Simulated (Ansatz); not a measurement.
SnTe:

```
Te Sn
1.0
     0.00000    3.15085    3.15085
     3.15085    0.00000    3.15085
     3.15085    3.15085    0.00000
Te Sn
1 1
Direct
  0.50000 0.50000 0.50000
  0.00000 0.00000 0.00000
```

| Property | Result |
| --- | --- |
| Program | Ansatz 0.2.0 |
| Task | relaxation of cell and atoms |
| Functional | PBEsol |
| Dispersion | D4 |
| Potentials or basis | Ansatz PAW |
| Cutoff | 420 eV (not typed: the program's choice for these potentials) |
| k mesh | 7 × 7 × 7 |
| Occupations | fermi-dirac, width 0.05 eV |
| Spin | no spin polarisation |

At the start: volume 31.28 Å³/atom.

Question: How do energy, volume and symmetry change on relaxing?

Answer: It ends after 4 steps and the volume is 30.25 Å³/atom (-3.3 %); space group Fm-3m (No. 225, to 0.05 Å).

The path:
```csv
step,energy change (eV),largest force (eV/Å),volume (Å³)
1,0.0000,0.0000,62.56
2,-0.0099,0.0000,59.70
3,-0.0113,0.0000,60.49
4,-0.0109,0.0000,60.49
```

Final structure:
```
Te Sn
1.0
     0.00000    3.11572    3.11572
     3.11572    0.00000    3.11572
     3.11572    3.11572    0.00000
Te Sn
1 1
Direct
  0.50000 0.50000 0.50000
  0.00000 0.00000 0.00000
```

Caveat: the plane-wave basis is chosen anew once the cell has moved, so the energies of steps on either side of that aren't comparable; the PAW data sets come from PBE, with cores solved anew for the run's functional, which leaves a small shift of forces and pressure.
